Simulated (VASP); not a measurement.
# CdTe (F-43m) in VASP: notebook

The runs below take CdTe through single point, with r2SCAN.

All numbers are computed with VASP 6.6.1; they aren't measurements. Logs are shortened: lines on timing, memory, paths and dates and some standing lists are left out, and cuts for length are marked.

**Measured values to compare with.**

From a printed reference work, data compilation, for a bulk crystal of CdTe at 0 K: band gap 1.607 eV.

The runs below are set against these values where they give the same quantity.

## Step 1: The cell of the first run

It takes space group F-43m (No. 216, cubic). Conventional cell: a = 6.490 Å, b = 6.490 Å, c = 6.490 Å, α = 90.00°, β = 90.00°, γ = 90.00°. Cd (site symmetry -43m) has 4 Te at 2.81 Å within 3.7 Å. Within 3.7 Å of Te (site symmetry -43m) lie 4 Cd at 2.81 Å.

## Step 2: Single point, r2SCAN (34.16 Å³/atom)

POSCAR reads:

```
CdTe
1.0
    0.0000000000      3.2447842846      3.2447842846
    3.2447842846      0.0000000000      3.2447842846
    3.2447842846      3.2447842846      0.0000000000
Cd Te
1 1
Direct
    0.0000000000      0.0000000000      0.0000000000
    0.2500000000      0.2500000000      0.2500000000
```

INCAR.step1 reads:

```
SYSTEM = CdTe
PREC = Accurate ; ENCUT = 520
ISMEAR = 0 ; SIGMA = 0.02
LREAL = .FALSE. ; LASPH = .TRUE.
NELM = 60 ; NBANDS = 16
GGA = PE ; ALGO = Normal
EDIFF = 1E-4 ; LWAVE = .TRUE.
LCHARG = .FALSE.
```

INCAR.step2 reads:

```
SYSTEM = CdTe
PREC = Accurate ; ENCUT = 520
EDIFF = 1E-6 ; ISMEAR = 0
SIGMA = 0.02 ; LREAL = .FALSE.
LASPH = .TRUE. ; NELM = 60
ALGO = Normal ; ISIF = 2
LWAVE = .FALSE. ; LCHARG = .TRUE.
METAGGA = R2SCAN ; LMIXTAU = .TRUE.
LELF = .TRUE. ; LVHAR = .TRUE.
NBANDS = 16 ; ISTART = 1
```

KPOINTS reads:

```
Automatic mesh
0
G
  8 8 8
  0 0 0
```

Potentials or basis: VASP PAW PBE potentials, release 64 (Cd, Te).

Launch:

```bash
$ cat potpaw_PBE.64/Cd/POTCAR potpaw_PBE.64/Te/POTCAR > POTCAR
$ cp INCAR.step1 INCAR
$ mpirun -np 1 vasp_std > vasp.out
$ cp INCAR.step2 INCAR
$ mpirun -np 1 vasp_std > vasp.out
```

OUTCAR:

```text
SYSTEM = CdTe
   PREC = Accurate
   ENCUT = 520
   EDIFF = 1E-6
   ISMEAR = 0
   LREAL = .FALSE.
   LASPH = .TRUE.
   NELM = 60
   ISIF = 2
   METAGGA = R2SCAN
   ISTART = 1

 ion  position               nearest neighbor table
   1  0.000  0.000  0.000-   2 2.81   2 2.81   2 2.81   2 2.81
   2  0.250  0.250  0.250-   1 2.81   1 2.81   1 2.81   1 2.81

  LATTYP: Found a face centered cubic cell.
 ALAT       =     6.4895685692

  Lattice vectors:

 A1 = (   0.0000000000,   3.2447842846,   3.2447842846)
 A2 = (   3.2447842846,   0.0000000000,   3.2447842846)
 A3 = (   3.2447842846,   3.2447842846,   0.0000000000)

Analysis of symmetry for initial positions (statically):
=====================================================================
 Subroutine PRICEL returns:
 Original cell was already a primitive cell.

 Routine SETGRP: Setting up the symmetry group for a
 face centered cubic supercell.

 Subroutine GETGRP returns: Found 24 space group operations
 (whereof 24 operations were pure point group operations)
 out of a pool of 48 trial point group operations.

The static configuration has the point symmetry T_d .

Analysis of symmetry for dynamics (positions and initial velocities):
=====================================================================
 Subroutine PRICEL returns:
 Original cell was already a primitive cell.

 Routine SETGRP: Setting up the symmetry group for a
 face centered cubic supercell.

 Subroutine GETGRP returns: Found 24 space group operations
 (whereof 24 operations were pure point group operations)
 out of a pool of 48 trial point group operations.

The dynamic configuration has the point symmetry T_d .

 Subroutine INISYM returns: Found 24 space group operations
 (whereof 24 operations are pure point group operations),
 and found     1 'primitive' translations

----------------------------------------------------------------------------------------

                                     Primitive cell

  volume of cell :      68.3262

  direct lattice vectors                    reciprocal lattice vectors
     0.000000000  3.244784285  3.244784285    -0.154093448  0.154093448  0.154093448
     3.244784285  0.000000000  3.244784285     0.154093448 -0.154093448  0.154093448
     3.244784285  3.244784285  0.000000000     0.154093448  0.154093448 -0.154093448

  length of vectors
     4.588817942  4.588817942  4.588817942     0.266897682  0.266897682  0.266897682

  position of ions in fractional coordinates (direct lattice)
     0.000000000  0.000000000  0.000000000
     0.250000000  0.250000000  0.250000000

  ion indices of the primitive-cell ions
   primitive index   ion index
                 1           1
[... 71 lines left out ...]
   ENCUT  =  520.0 eV  38.22 Ry    6.18 a.u.   8.53  8.53  8.53*2*pi/ulx,y,z
   NELM   =     60;   NELMIN=  2; NELMDL=  0     # of ELM steps
   EDIFF  = 0.1E-05   stopping-criterion for ELM
   LREAL  =      F    real-space projection
   EDIFFG = 0.1E-04   stopping-criterion for IOM
   NSW    =      0    number of steps for IOM
   IBRION =     -1    ionic relax: 0-MD 1-quasi-New 2-CG
   NFREE  =      0    steps in history (QN), initial steepest desc. (CG)
   ISIF   =      2    stress and relaxation
   ISYM   =      2    0-nonsym 1-usesym 2-fastsym
   POTIM  = 0.5000    time-step for ionic-motion
   TEBEG  =    0.0;   TEEND  =   0.0 temperature during run
   PSTRESS=    0.0 pullay stress
   NELECT =      18.0000    total number of electrons
   NUPDOWN=      -1.0000    fix difference up-down
   EMIN   =  10.00;   EMAX   =-10.00  energy-range for DOS
   EFERMI =   0.00;   METHOD = LEGACY
   ISMEAR =     0;   SIGMA  =   0.02  broadening in eV -4-tet -1-fermi 0-gaus
   EFERMI_NEDOS =   21; number of points for ismear=-14 and -15
   IALGO  =     38    algorithm
   IMIX   =      4    mixing-type and parameters
     AMIX     =   0.40;   BMIX     =  1.00
     AMIX_MAG =   1.60;   BMIX_MAG =  1.00
  volume/ion in A,a.u.               =      34.16       230.54
  Fermi-wavevector in a.u.,A,eV,Ry     =   1.049470  1.983210 14.985271  1.101386
  Thomas-Fermi vector in A             =   2.184433
   LORBIT       =      0    0 simple, 1 ext, 2 COOP (PROOUT), +10 PAW based schemes
   METAGGA = R2SCAN    functional components
   LHFCALC =     F    Hartree Fock is set to
   AEXX    =    0.0000 exact exchange contribution
   IVDW    =     0    specifies the selected vdW correction
   LEPSILON=     F    determine dielectric tensor
   LRPA    =     F    only Hartree local field effects (RPA)
 non-spin polarized calculation
 Gauss-broadening in eV      SIGMA  =   0.02
  energy-cutoff  :      520.00
  volume of cell :       68.33
 maximum number of plane-waves:      1862
 NGX is ok and might be reduce to    36
   NGX = 17   NGY = 17   NGZ = 17

 number of electron      17.9999997 magnetization

 Free energy of the ion-electron system (eV)
  ---------------------------------------------------
  ext. energy  EPLUGINS =         0.00000000
  ---------------------------------------------------
  free energy    TOTEN  =       -46.63473169 eV

  energy without entropy =      -46.63473169  energy(sigma->0) =      -46.63473169

 E-fermi :   2.2015     XC(G=0):  -9.0859

 val. band max:        2.0645051994   @ k =   0.0000   0.0000   0.0000
 cond. band min:       3.3250180672   @ k =   0.0000   0.0000   0.0000
 fundamental gap:      1.2605128678
 Fermi energy:         2.2015087724

 k-point     1 :       0.0000    0.0000    0.0000
  band No.  band energies     occupation
      1      -9.4405      2.00000
      2      -6.4825      2.00000
      3      -6.4825      2.00000
      4      -6.4825      2.00000
      5      -6.2006      2.00000
      6      -6.2006      2.00000
[... 433 lines left out ...]
      3      -6.3756      2.00000
      4      -6.2164      2.00000
      5      -6.1948      2.00000
      6      -5.7294      2.00000
[... 8 lines left out ...]
     15      12.6889      0.00000
     16      13.3070      0.00000

 [... further k-points ...]
[... 5 lines left out ...]
  --------------------------------------------------------------------------------------
  -------------------------------------------------------------------------------------
  Total        0.6334124      0.6334124      0.6334124     -0.0000000      0.0000000      0.0000000
  in kB       14.8528449     14.8528449     14.8528449     -0.0000000      0.0000000      0.0000000
  external PRESSURE =      14.8528449 kB  Pullay stress =       0.0000000 kB

 VOLUME and BASIS-vectors are now :
 -----------------------------------------------------------------------------
  energy-cutoff  :      520.00
  volume of cell :       68.33
      direct lattice vectors                 reciprocal lattice vectors
     0.000000000  3.244784285  3.244784285    -0.154093448  0.154093448  0.154093448
     3.244784285  0.000000000  3.244784285     0.154093448 -0.154093448  0.154093448
     3.244784285  3.244784285  0.000000000     0.154093448  0.154093448 -0.154093448

 POSITION                                       TOTAL-FORCE (eV/Angst)
 -----------------------------------------------------------------------------------
      0.00000      0.00000      0.00000        -0.000000     -0.000000     -0.000000
      1.62239      1.62239      1.62239         0.000000      0.000000      0.000000
 -----------------------------------------------------------------------------------
    total drift:                               -0.000001     -0.000001     -0.000001

  FREE ENERGIE OF THE ION-ELECTRON SYSTEM (eV)
  ---------------------------------------------------
  free  energy   TOTEN  =       -46.6347316919 eV

  energy  without entropy=      -46.6347316919  energy(sigma->0) =      -46.63473169
```

OUTCAR.step1:

```text
SYSTEM = CdTe
   PREC = Accurate
   ENCUT = 520
   ISMEAR = 0
   LREAL = .FALSE.
   LASPH = .TRUE.
[... 678 lines left out ...]
      0.00000      0.00000      0.00000        -0.000000     -0.000000     -0.000000
      1.62239      1.62239      1.62239         0.000000      0.000000      0.000000
 -----------------------------------------------------------------------------------
    total drift:                               -0.000000     -0.000000     -0.000000

  FREE ENERGIE OF THE ION-ELECTRON SYSTEM (eV)
  ---------------------------------------------------
  free  energy   TOTEN  =        -4.7797500478 eV

  energy  without entropy=       -4.7797500478  energy(sigma->0) =       -4.77975005
```

OSZICAR.step1:

```text
N       E                     dE             d eps       ncg     rms          rms(c)
DAV:   1     0.995073201284E+02    0.99507E+02   -0.83018E+03   936   0.973E+02
DAV:   2    -0.149525681512E+01   -0.10100E+03   -0.96199E+02  1120   0.236E+02
DAV:   3    -0.497618061814E+01   -0.34809E+01   -0.34768E+01  1128   0.454E+01
DAV:   4    -0.500894550364E+01   -0.32765E-01   -0.32764E-01  1376   0.385E+00
DAV:   5    -0.500901699394E+01   -0.71490E-04   -0.71490E-04  1208   0.176E-01    0.557E+00
DAV:   6    -0.479386814171E+01    0.21515E+00   -0.37100E-01  1112   0.730E+00    0.456E+00
DAV:   7    -0.477848917238E+01    0.15379E-01   -0.10819E-01  1104   0.212E+00    0.174E+00
DAV:   8    -0.477937725297E+01   -0.88808E-03   -0.10775E-02  1008   0.118E+00    0.472E-01
DAV:   9    -0.477969544685E+01   -0.31819E-03   -0.96554E-04  1072   0.329E-01    0.109E-01
DAV:  10    -0.477975004780E+01   -0.54601E-04   -0.10478E-04   952   0.103E-01
   1 F= -.47797500E+01 E0= -.47797500E+01  d E =-.281285E-16
```

Wall time 84 s (1 thread of Intel Xeon 6975P-C, shared host); peak memory 0.23 GiB.

Results:

```
Free energy            : -46.6347 eV
Pressure               : 1.5 GPa
Band gap on the k mesh : 1.26 eV
```

Caveat: the PAW data sets were made with another functional, which shifts forces and pressure a little; spin-orbit coupling is left out, which moves the levels of the heavy elements.

## Step 3: Single point, r2SCAN

This run uses another cell than the first one, of 35.22 Å³/atom.

POSCAR reads:

```
CdTe
1.0
    0.0000000000      3.2778966153      3.2778966153
    3.2778966153      0.0000000000      3.2778966153
    3.2778966153      3.2778966153      0.0000000000
Cd Te
1 1
Direct
    0.0000000000      0.0000000000      0.0000000000
    0.2500000000      0.2500000000      0.2500000000
```

INCAR.step1 reads:

```
SYSTEM = CdTe
PREC     = Accurate       ! precision mode
ENCUT    = 520            ! plane-wave cutoff, eV
ISMEAR   = 0              ! smearing method
SIGMA    = 0.02           ! smearing width, eV
LREAL    = .False.        ! projectors in reciprocal space
LASPH    = .True.         ! aspherical terms in the spheres
NELM     = 100            ! most SCF steps
NBANDS   = 16             ! bands
GGA      = PE             ! functional
ALGO     = Normal         ! electronic algorithm
EDIFF    = 1E-4           ! SCF threshold, eV
LWAVE    = .True.         ! write WAVECAR
LCHARG   = .False.        ! write CHGCAR
```

INCAR.step2 reads:

```
SYSTEM = CdTe
PREC     = Accurate       ! precision mode
ENCUT    = 520            ! plane-wave cutoff, eV
EDIFF    = 1E-7           ! SCF threshold, eV
ISMEAR   = 0              ! smearing method
SIGMA    = 0.02           ! smearing width, eV
LREAL    = .False.        ! projectors in reciprocal space
LASPH    = .True.         ! aspherical terms in the spheres
NELM     = 100            ! most SCF steps
ALGO     = Normal         ! electronic algorithm
ISIF     = 2              ! what is computed and relaxed
LWAVE    = .False.        ! write WAVECAR
LCHARG   = .False.        ! write CHGCAR
METAGGA  = R2SCAN         ! meta-GGA
LMIXTAU  = .True.       
NBANDS   = 16             ! bands
ISTART   = 1
```

KPOINTS reads:

```
Automatic mesh
0
Gamma
  8 8 8
  0 0 0
```

Potentials or basis: VASP PAW PBE potentials, release 64 (Cd, Te).

Launch:

```bash
$ cat potpaw_PBE.64/Cd/POTCAR potpaw_PBE.64/Te/POTCAR > POTCAR
$ cp INCAR.step1 INCAR
$ mpirun -np 1 vasp_std > vasp.out
$ cp INCAR.step2 INCAR
$ mpirun -np 1 vasp_std > vasp.out
```

It took 1.7 min on 1 thread of Intel Xeon 6975P-C, shared host; peak memory 0.23 GiB.

It converged, with:

```
Free energy            : -46.6452 eV
Pressure               : 0.1 GPa
Band gap on the k mesh : 1.16 eV
```

Levels at points of the mesh, in eV from the valence-band top:
```tsv
k point	band 5	band 6	band 7	band 8	band 9	band 10	band 11	band 12	band 13	band 14
(0.00, 0.00, 0.00)	-8.19	-8.19	0.00	0.00	0.00	1.16	5.05	5.05	5.05	7.87
(0.50, 0.00, 0.00)	-8.18	-7.84	-4.30	-0.74	-0.74	2.19	5.60	5.60	7.38	9.10
(0.50, 0.50, 0.00)	-8.16	-7.70	-4.18	-1.79	-1.79	2.95	2.99	9.26	9.64	9.64
```

Caveat: the PAW data sets were made with another functional, which shifts forces and pressure a little; spin-orbit coupling is left out, which moves the levels of the heavy elements.

## Step 4: Single point, r2SCAN

This run uses another cell than the first one, of 35.22 Å³/atom.

POSCAR is that of step 3.

INCAR.step1 reads:

```
PREC = Accurate ; ENCUT = 520
ISMEAR = 0 ; SIGMA = 0.02
LREAL = F ; LASPH = T
NELM = 80 ; NBANDS = 16
GGA = PE ; ALGO = Normal
EDIFF = 1E-4 ; LWAVE = T
LCHARG = F
```

INCAR.step2 reads:

```
PREC = Accurate ; ENCUT = 520
EDIFF = 1E-6 ; ISMEAR = 0
SIGMA = 0.02 ; LREAL = F
LASPH = T ; NELM = 80
ALGO = Normal ; ISIF = 2
LWAVE = F ; LCHARG = F
METAGGA = R2SCAN ; LMIXTAU = T
NBANDS = 16 ; ISTART = 1
```

KPOINTS reads:

```
regular mesh
0
Gamma
  8 8 8
```

Launch:

```bash
$ cat potpaw_PBE.64/Cd/POTCAR potpaw_PBE.64/Te/POTCAR > POTCAR
$ cp INCAR.step1 INCAR
$ mpirun -np 1 vasp_std > vasp.out
$ cp INCAR.step2 INCAR
$ mpirun -np 1 vasp_std > vasp.out
```

It took 84 s on 1 thread of Intel Xeon 6975P-C, shared host; peak memory 0.23 GiB.

Results (log left out):

* Free energy: -46.6452 eV
* Pressure: 0.1 GPa
* Band gap on the k mesh: 1.16 eV

Levels at points of the mesh, in eV from the valence-band top:
| k point | band 6 | band 7 | band 8 | band 9 | band 10 | band 11 | band 12 | band 13 |
| --- | --- | --- | --- | --- | --- | --- | --- | --- |
| (0.00, 0.00, 0.00) | -8.19 | 0.00 | 0.00 | 0.00 | 1.16 | 5.05 | 5.05 | 5.05 |
| (0.50, 0.00, 0.00) | -7.84 | -4.30 | -0.74 | -0.74 | 2.19 | 5.60 | 5.60 | 7.38 |
| (0.50, 0.50, 0.00) | -7.70 | -4.18 | -1.79 | -1.79 | 2.95 | 2.99 | 9.26 | 9.64 |

Caveat: the PAW data sets were made with another functional, which shifts forces and pressure a little; spin-orbit coupling is left out, which moves the levels of the heavy elements.

## Step 5: Comparison with measurements

Step 3. A measured gap of CdTe is 1.607 eV (0 K; a printed reference work, data compilation); the calculated 1.16 eV misses it by -0.45 eV. Spin-orbit coupling on Cd, Te is left out. The value is that of r2SCAN, without temperature or zero-point motion.

Step 4. A measured gap of CdTe is 1.607 eV (0 K; a printed reference work, data compilation); the calculated 1.16 eV misses it by -0.45 eV. Spin-orbit coupling on Cd, Te is left out. The value is that of r2SCAN, without temperature or zero-point motion.
